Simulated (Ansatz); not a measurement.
# Se under changes of volume

One of the cells (27.261 Å³/atom); the others are scaled copies at fixed shape and fractional positions:

```
Se
1.0
     4.36620    0.00000    0.00000
    -2.18310    3.78124    0.00000
     0.00000    0.00000    4.95360
Se
3
Direct
  0.77460 0.77460 0.00000
  0.00000 0.22540 0.66667
  0.22540 0.00000 0.33333
```

- Program: Ansatz 0.2.0
- Functional: PBE
- Potentials or basis: all-electron LAPW, scalar-relativistic
- Cutoff: 326 eV (chosen from the basis error)
- Basis error allowed: 0.001 eV/atom
- k mesh: 7 × 7 × 6
- Occupations: fermi-dirac, width 0.05 eV
- Spin: no spin polarisation

| volume (Å³/atom) | energy over the lowest point (meV/atom) | pressure (GPa) | gap on the mesh (eV) | largest force (eV/Å) |
| --- | --- | --- | --- | --- |
| 25.625 | 60.45 | 7.1 | 1.16 | 1.093 |
| 26.170 | 39.05 | 5.5 | 1.18 | 0.844 |
| 26.716 | ? | ? | ? | ? |
| 27.261 | 11.20 | 2.8 | 1.22 | 0.395 |
| 27.806 | 3.81 | 1.6 | 1.22 | 0.194 |
| 28.351 | 0.20 | 0.5 | 1.19 | 0.006 |
| 28.896 | 0.00 | -0.4 | 1.17 | 0.169 |

Q: What does the run at 26.716 Å³/atom give?

A: Energy over the lowest point 22.78 meV/atom; pressure 4.1 GPa; gap on the mesh 1.20 eV; largest force 0.611 eV/Å.

Worked out: A Birch-Murnaghan fit of order 3 (a polynomial in V^(-2/3)) to the other rows has its minimum at 28.66 Å³/atom with B0 = V·E''(V) = 50 GPa and B' = 4.4 at fixed shape and positions, which overstates the stiffness. It gives 22.78 meV/atom at 26.716 Å³/atom, against the run's 22.78, and -dE/dV = 4.1 GPa, against 4.1. A parabola through the other rows of the gap, of slope 0.683 eV per unit of ln V there, gives 1.21 eV, against the run's 1.20.

Energies are extrapolated to zero smearing.

Caveats: an odd mesh through Γ misses points on the zone boundary, where band edges often lie; forces of over 1 eV/Å show positions far from the minimum, so gaps and moduli don't describe the material at rest (some runs). Spin-orbit coupling on Se is left out.
